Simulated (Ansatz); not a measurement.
The cell of Te is invented: random cell by space group and Wyckoff sites (P6/mmm, No. 191). Lengths were set from tabulated atomic sizes, so they are only a guess.

Space group P6/mmm (No. 191). a = 7.086 Å, b = 7.086 Å, c = 5.263 Å, α = 90.00°, β = 90.00°, γ = 120.00°
```csv
atom,site,symmetry,x,y,z
Te,6l,mm2,0.2075,0.4151,0.0000
```

Method: Ansatz, DFT PBE, scalar-relativistic, plane waves, PAW. Cutoff 420 eV, Gaussian smearing, Γ-centred meshes. Cell and atoms relax first on a coarse mesh and then on a finer one. In between, the cell is made exact in the group found at 0.06 Å. In metals the finer mesh still leaves noise of several meV/atom or more. The steps can't lower the symmetry of their start. No spin polarisation.

A guess keeps its type if space group and coordination stay and the shape of the cell changes little (axis ratios within about 15 %, angles within 6°); the volume may change.

**Question.** Will the relaxed cell still be of the starting type?

**Answer.** It doesn't keep its type. The symmetry stays P6/mmm (No. 191). The volume per atom shrinks by 7.7 %, from 38.1 to 35.2 Å³. The shortest distance goes from 2.55 Å (Te–Te) to 3.15 Å (Te–Te). The ratio c/a of the conventional cell changes by a factor of 0.48. Counting neighbours within 15 % of an atom's shortest distance, the start has Te 4 and the end Te 6. In detail, at the end Te has 6 Te at 3.15–3.23 Å.

```cif
data_structure
_symmetry_space_group_name_H-M 'P 1'
_symmetry_Int_Tables_number 1
_cell_length_a 8.7992
_cell_length_b 8.7992
_cell_length_c 3.1515
_cell_angle_alpha 90.000
_cell_angle_beta 90.000
_cell_angle_gamma 120.000
_cell_volume 211.32
loop_
_atom_site_label
_atom_site_type_symbol
_atom_site_fract_x
_atom_site_fract_y
_atom_site_fract_z
_atom_site_occupancy
Te1 Te 0.21112 0.42225 0.00000 1
Te2 Te 0.57775 0.78888 0.00000 1
Te3 Te 0.21112 0.78888 0.00000 1
Te4 Te 0.78888 0.57775 0.00000 1
Te5 Te 0.42225 0.21112 0.00000 1
Te6 Te 0.78888 0.21112 0.00000 1
```

Energies count from the standard state of Te at the same level.

**Question.** At what energy does it end?

**Answer.** +0.12 eV/atom. So it is a metastable form at best.

The last run used a 6×6×12 mesh (in the run's order of axes) for its 6-atom cell and Gaussian smearing of 0.10 eV. Spin–orbit coupling, which can matter for Te, is left out. The reference form of Te is held partly by dispersion forces, which this level lacks. Symmetry constrained the relaxation, so the result can be a saddle point.
